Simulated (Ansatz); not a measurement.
Consider the following.

ZnTe:
```
CELL_PARAMETERS angstrom
      0.00000     2.99732     2.99732
      2.99732     0.00000     2.99732
      2.99732     2.99732     0.00000
ATOMIC_POSITIONS crystal
  Te 0.75000 0.75000 0.75000
  Zn 0.00000 0.00000 0.00000
```

This is the LDA-relaxed structure.

Problem. All from the program Ansatz at the LDA level (PAW), unless another level is named. Predict the bulk modulus (Birch–Murnaghan fit).

Solution. 55.4 GPa.

Problem. Next, the elastic constants (relaxed ions, GPa)?

Solution. C11 = 78.1, C12 = 44.2, C44 = 35.2.

Space group F-43m (zinc blende). Symmetry was held in the LDA relaxation; of distortions, only those at the zone centre were tested. Scalar-relativistic: spin–orbit coupling is off unless named, which matters more the heavier the elements.

Potentials: the later of the program's two PAW sets.
